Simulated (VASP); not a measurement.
# Sn (Im-3m) in VASP: a series of runs, part 2 of 2

VASP 6.6.1. Earlier steps stand in the parts before.

### Step 3. Single point, PBEsol

File INCAR:

```
SYSTEM = Sn
PREC = Accurate
ENCUT = 400
EDIFF = 1E-6
ISMEAR = -1
SIGMA = 0.1
LREAL = .False.
LASPH = .True.
NELM = 100
ALGO = Normal
ISIF = 2
LWAVE = .False.
LCHARG = .False.
GGA = PS
NBANDS = 13
ADDGRID = .True.
```

File KPOINTS:

```
Automatic mesh
0
Gamma
  7 7 7
  0 0 0
```

File POSCAR:

```
Sn
1.0
   -1.8946518192      1.8946518192      1.8946518192
    1.8946518192     -1.8946518192      1.8946518192
    1.8946518192      1.8946518192     -1.8946518192
Sn
1
Direct
    0.0000000000      0.0000000000      0.0000000000
```

Potentials or basis: VASP PAW PBE potentials, release 64 (Sn_d).

Launch:

```console
> cat potpaw_PBE.64/Sn_d/POTCAR > POTCAR
> mpirun -np 1 vasp_std > vasp.out
```

OUTCAR:

```text
SYSTEM = Sn
   PREC = Accurate
   ENCUT = 400
   EDIFF = 1E-6
   ISMEAR = -1
   LREAL = .False.
   LASPH = .True.
   NELM = 100
   ISIF = 2
   GGA = PS

 Found     20 irreducible k-points:

 Following reciprocal coordinates:
            Coordinates               Weight
  0.000000  0.000000  0.000000      1.000000
  0.142857  0.000000  0.000000     12.000000
  0.285714  0.000000  0.000000     12.000000
  0.428571  0.000000  0.000000     12.000000
  0.142857  0.142857  0.000000     24.000000
  0.285714  0.142857  0.000000     48.000000
   k-points           NKPTS =     20   k-points in BZ     NKDIM =     20   number of bands    NBANDS=     13
   number of dos      NEDOS =    301   number of ions     NIONS =      1
   total plane-waves  NPLWV =  13824
   dimension x,y,z NGX =    24 NGY =   24 NGZ =   24
   dimension x,y,z NGXF=    48 NGYF=   48 NGZF=   48
   ions per type =               1
   NGX,Y,Z   is equivalent  to a cutoff of  12.16, 12.16, 12.16 a.u.
   NGXF,Y,Z  is equivalent  to a cutoff of  24.32, 24.32, 24.32 a.u.
 SYSTEM =  Sn
   PREC   = accura    normal or accurate (medium, high low for compatibility)
   ISTART =      0    job   : 0-new  1-cont  2-samecut
   ICHARG =      2    charge: 1-file 2-atom 10-const
   ISPIN  =      1    spin polarized calculation?
   LNONCOLLINEAR =      F non collinear calculations
   LSORBIT =      F    spin-orbit coupling
   LASPH  =      T    aspherical Exc in radial PAW
   ENCUT  =  400.0 eV  29.40 Ry    5.42 a.u.   5.35  5.35  5.35*2*pi/ulx,y,z
   NELM   =    100;   NELMIN=  2; NELMDL= -5     # of ELM steps
   EDIFF  = 0.1E-05   stopping-criterion for ELM
   LREAL  =      F    real-space projection
   EDIFFG = 0.1E-04   stopping-criterion for IOM
   NSW    =      0    number of steps for IOM
   IBRION =     -1    ionic relax: 0-MD 1-quasi-New 2-CG
   NFREE  =      0    steps in history (QN), initial steepest desc. (CG)
   ISIF   =      2    stress and relaxation
   ISYM   =      2    0-nonsym 1-usesym 2-fastsym
   POTIM  = 0.5000    time-step for ionic-motion
   TEBEG  =    0.0;   TEEND  =   0.0 temperature during run
   PSTRESS=    0.0 pullay stress
   NELECT =      14.0000    total number of electrons
   NUPDOWN=      -1.0000    fix difference up-down
   EMIN   =  10.00;   EMAX   =-10.00  energy-range for DOS
   EFERMI =   0.00;   METHOD = LEGACY
   ISMEAR =    -1;   SIGMA  =   0.10  broadening in eV -4-tet -1-fermi 0-gaus
   EFERMI_NEDOS =   21; number of points for ismear=-14 and -15
   IALGO  =     38    algorithm
   IMIX   =      4    mixing-type and parameters
     AMIX     =   0.40;   BMIX     =  1.00
     AMIX_MAG =   1.60;   BMIX_MAG =  1.00
  volume/ion in A,a.u.               =      27.20       183.59
  Fermi-wavevector in a.u.,A,eV,Ry     =   1.311902  2.479136 23.416813  1.721087
  Thomas-Fermi vector in A             =   2.442332
   LORBIT       =      0    0 simple, 1 ext, 2 COOP (PROOUT), +10 PAW based schemes
   GGA     = PS    functional components
   LHFCALC =     F    Hartree Fock is set to
   AEXX    =    0.0000 exact exchange contribution
   IVDW    =     0    specifies the selected vdW correction
   LEPSILON=     F    determine dielectric tensor
   LRPA    =     F    only Hartree local field effects (RPA)
 non-spin polarized calculation
  energy-cutoff  :      400.00
  volume of cell :       27.20
 maximum number of plane-waves:       531
 NGX is ok and might be reduce to    24
   NGX = 11   NGY = 11   NGZ = 11

 number of electron      14.0000001 magnetization

 Free energy of the ion-electron system (eV)
  ---------------------------------------------------
  ext. energy  EPLUGINS =         0.00000000
  ---------------------------------------------------
  free energy    TOTEN  =        -4.26107561 eV

  energy without entropy =       -4.24222064  energy(sigma->0) =       -4.25164813

 E-fermi :   8.1258     XC(G=0): -10.4995

 val. band max:        7.8980407110   @ k =   0.1429   0.1429   0.1429
 cond. band min:       8.2782983816   @ k =   0.2857   0.1429   0.1429
 fundamental gap:      0.3802576707
 Fermi energy:         8.1258085266

 k-point     1 :       0.0000    0.0000    0.0000
  band No.  band energies     occupation
      1     -13.5190      2.00000
      2     -13.5190      2.00000
      3     -13.5190      2.00000
      4     -13.3796      2.00000
      5     -13.3796      2.00000
      6      -3.1722      2.00000
      7      15.8622      0.00000
      8      15.8622      0.00000
      9      15.8622      0.00000
     10      20.0375      0.00000
     11      20.0375      0.00000
     12      20.0375      0.00000
     13      20.6656      0.00000

 k-point     2 :       0.1429    0.0000    0.0000
  band No.  band energies     occupation
      1     -13.5277      2.00000
      2     -13.5070      2.00000
      3     -13.4777      2.00000
      4     -13.3888      2.00000
      5     -13.3808      2.00000
      6      -2.7271      2.00000
      7      12.8289      0.00000
      8      14.4982      0.00000
      9      15.2988      0.00000
     10      17.8900      0.00000
     11      18.2611      0.00000
     12      19.6739      0.00000
     13      21.5933      0.00000

 k-point     3 :       0.2857    0.0000    0.0000
  band No.  band energies     occupation
      1     -13.5472      2.00000
      2     -13.4931      2.00000
      3     -13.3985      2.00000
      4     -13.3834      2.00000
      5     -13.3833      2.00000
      6      -1.3933      2.00000
      7       8.3166      0.25842
      8      12.6842      0.00000
      9      14.1758      0.00000
     10      16.5684      0.00000
     11      16.9234      0.00000
     12      20.5955      0.00000
     13      22.4470      0.00000

 k-point     4 :       0.4286    0.0000    0.0000
  band No.  band energies     occupation
      1     -13.5627      2.00000
      2     -13.5002      2.00000
      3     -13.3898      2.00000
      4     -13.3852      2.00000
      5     -13.3063      2.00000
      6       0.7201      2.00000
      7       4.4898      2.00000
      8      11.6494      0.00000
      9      13.4421      0.00000
     10      15.9433      0.00000
     11      16.2642      0.00000
     12      22.3798      0.00000
     13      23.5860      0.00000

 k-point     5 :       0.1429    0.1429    0.0000
  band No.  band energies     occupation
      1     -13.5291      2.00000
      2     -13.5015      2.00000
      3     -13.4133      2.00000
      4     -13.4001      2.00000
      5     -13.3828      2.00000
      6      -1.8369      2.00000
      7      10.1882      0.00000
      8      11.7851      0.00000
      9      13.8808      0.00000
     10      17.9068      0.00000
     11      18.2467      0.00000
     12      20.3648      0.00000
     13      22.2040      0.00000

 k-point     6 :       0.2857    0.1429    0.0000
  band No.  band energies     occupation
      1     -13.5416      2.00000
      2     -13.4862      2.00000
      3     -13.3995      2.00000
      4     -13.3898      2.00000
      5     -13.3416      2.00000
      6      -0.0875      2.00000
      7       6.5043      2.00000
      8       9.8999      0.00000
      9      12.7896      0.00000
     10      17.1556      0.00000
     11      19.2049      0.00000
     12      20.3880      0.00000
     13      24.3122      0.00000

 [... further k-points ...]
[... 5 lines left out ...]
  --------------------------------------------------------------------------------------
  -------------------------------------------------------------------------------------
  Total       -0.3171886     -0.3171886     -0.3171886      0.0000000      0.0000000     -0.0000000
  in kB      -18.6801309    -18.6801309    -18.6801309      0.0000000      0.0000000     -0.0000000
  external PRESSURE =     -18.6801309 kB  Pullay stress =       0.0000000 kB

 VOLUME and BASIS-vectors are now :
 -----------------------------------------------------------------------------
  energy-cutoff  :      400.00
  volume of cell :       27.20
      direct lattice vectors                 reciprocal lattice vectors
    -1.894651819  1.894651819  1.894651819     0.000000000  0.263900731  0.263900731
     1.894651819 -1.894651819  1.894651819     0.263900731  0.000000000  0.263900731
     1.894651819  1.894651819 -1.894651819     0.263900731  0.263900731  0.000000000

 POSITION                                       TOTAL-FORCE (eV/Angst)
 -----------------------------------------------------------------------------------
      0.00000      0.00000      0.00000         0.000000      0.000000     -0.000000
 -----------------------------------------------------------------------------------
    total drift:                                0.000000      0.000000      0.000000

  FREE ENERGIE OF THE ION-ELECTRON SYSTEM (eV)
  ---------------------------------------------------
  free  energy   TOTEN  =        -4.2610756148 eV

  energy  without entropy=       -4.2422206419  energy(sigma->0) =       -4.25164813
```

stdout:

```text
POSCAR found type information on POSCAR Sn
 POSCAR found :  1 types and       1 ions
 scaLAPACK will be used
 -----------------------------------------------------------------------------
|                                                                             |
|                                                                             |
|     You enforced a specific xc type in the INCAR file but a different       |
|     I HOPE YOU KNOW WHAT YOU ARE DOING!                                     |
|                                                                             |
 -----------------------------------------------------------------------------

 LDA part: xc-table for (Slater+PW92), standard interpolation
 POSCAR, INCAR and KPOINTS ok, starting setup
 FFT: planning ... GRIDC
 FFT: planning ... GRID_SOFT
 FFT: planning ... GRID
 WAVECAR not read
 entering main loop
```

Wall time 6.7 s (1 thread of Intel Xeon Platinum 8375C at 2.90GHz (Ice Lake), shared host); peak memory 0.19 GiB.

The run converged, but some of its settings lie outside the range that counts as converged, so its numbers aren't taken as properties of the crystal.

Results:

- Free energy: -4.2611 eV
- Pressure: -1.9 GPa
- Band gap on the k mesh: none (metal or under the smearing width)

Caveat: the PAW data sets were made with another functional, which shifts forces and pressure a little.

### Step 4. Single point, PBEsol

Changes to INCAR since step 3:

```diff
@@ -7,3 +7,3 @@
 LREAL = .False.
-LASPH = .True.
+LASPH = .False.
 NELM = 100
@@ -15,2 +15,2 @@
 NBANDS = 13
-ADDGRID = .True.
+ADDGRID = .False.
```

KPOINTS is that of step 3.

POSCAR is that of step 3.

Launch:

```console
> cat potpaw_PBE.64/Sn_d/POTCAR > POTCAR
> mpirun -np 1 vasp_std > vasp.out
```

Run time: 3.7 s. Hardware: 1 thread of Intel Xeon Platinum 8375C at 2.90GHz (Ice Lake), shared host; peak memory 0.13 GiB.

The run converged, but some of its settings lie outside the range that counts as converged, so its numbers aren't taken as properties of the crystal.

Results:

| Quantity | Value |
| --- | --- |
| Free energy | -4.2611 eV |
| Pressure | -1.9 GPa |
| Band gap on the k mesh | none (metal or under the smearing width) |

Caveat: the PAW data sets were made with another functional, which shifts forces and pressure a little.

### Step 5. Single point, PBEsol

File INCAR:

```
SYSTEM = Sn
PREC = Normal
ENCUT = 400
EDIFF = 1E-4
ISMEAR = -1
SIGMA = 0.1
LREAL = Auto
LASPH = .True.
NELM = 100
ALGO = Normal
ISIF = 2
LWAVE = .False.
LCHARG = .False.
GGA = PS
NBANDS = 13
ADDGRID = .False.
```

KPOINTS is that of step 4.

POSCAR is that of step 4.

Launch:

```console
> cat potpaw_PBE.64/Sn_d/POTCAR > POTCAR
> mpirun -np 1 vasp_std > vasp.out
```

Wall time 2.6 s (1 thread of Intel Xeon Platinum 8375C at 2.90GHz (Ice Lake), shared host); peak memory 0.11 GiB.

The run converged, but some of its settings lie outside the range that counts as converged, so its numbers aren't taken as properties of the crystal.

What came out:

* Free energy: -4.2602 eV
* Pressure: -2.1 GPa
* Band gap on the k mesh: none (metal or under the smearing width)

Caveat: the PAW data sets were made with another functional, which shifts forces and pressure a little.

### Step 6. Single point, PBEsol

File INCAR:

```
SYSTEM = Sn
PREC = Accurate
ENCUT = 200
EDIFF = 1E-6
ISMEAR = -1
SIGMA = 0.1
LREAL = .False.
LASPH = .True.
NELM = 100
ALGO = Normal
ISIF = 2
LWAVE = .False.
LCHARG = .False.
GGA = PS
NBANDS = 13
ADDGRID = .False.
```

File KPOINTS:

```
Automatic mesh
0
Gamma
  10 10 10
  0 0 0
```

POSCAR is that of step 5.

Potentials or basis: VASP PAW PBE potentials, release 64 (Sn_d).

Launch:

```console
> cat potpaw_PBE.64/Sn_d/POTCAR > POTCAR
> mpirun -np 1 vasp_std > vasp.out
```

Wall time 2.7 s (1 thread of Intel Xeon Platinum 8375C at 2.90GHz (Ice Lake), shared host); peak memory 0.11 GiB.

The run converged, but a check on its numbers failed (symmetry, net force, bounds or a known fault of this set-up), so they aren't taken as properties of the crystal.

Caveat: the cutoff lies under the usual one of these potentials, so the numbers hold a large basis-set error; the PAW data sets were made with another functional, which shifts forces and pressure a little.
